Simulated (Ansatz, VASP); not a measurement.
## Bi: VASP beside Ansatz

```
CELL_PARAMETERS angstrom
-2.00971 2.00971 2.00971
2.00971 -2.00971 2.00971
2.00971 2.00971 -2.00971
ATOMIC_POSITIONS crystal
Bi 0.00000 0.00000 0.00000
```

Alike in both runs: task single point; functional PBE; k mesh 14 × 14 × 14; occupations gaussian, width 0.1 eV; no spin polarisation.

```csv
,VASP,Ansatz
version,VASP 6.6.1,Ansatz 0.2.0
potentials or method,"VASP PAW PBE potentials, release 64 (Bi_d)","scalar-relativistic, plane waves, PAW"
plane-wave cutoff (eV),520,420
valence electrons in the cell,15,15
```

```csv
,VASP,Ansatz,Ansatz less VASP
gap on the k mesh at the Fermi level (eV),none,none,-
pressure (GPa),-1.5,-1.4,+0.07
```

A gap of «none» marks a metal or a gap that the smearing closes.

Caveats: spin-orbit coupling is left out, which moves the levels of the heavy elements.
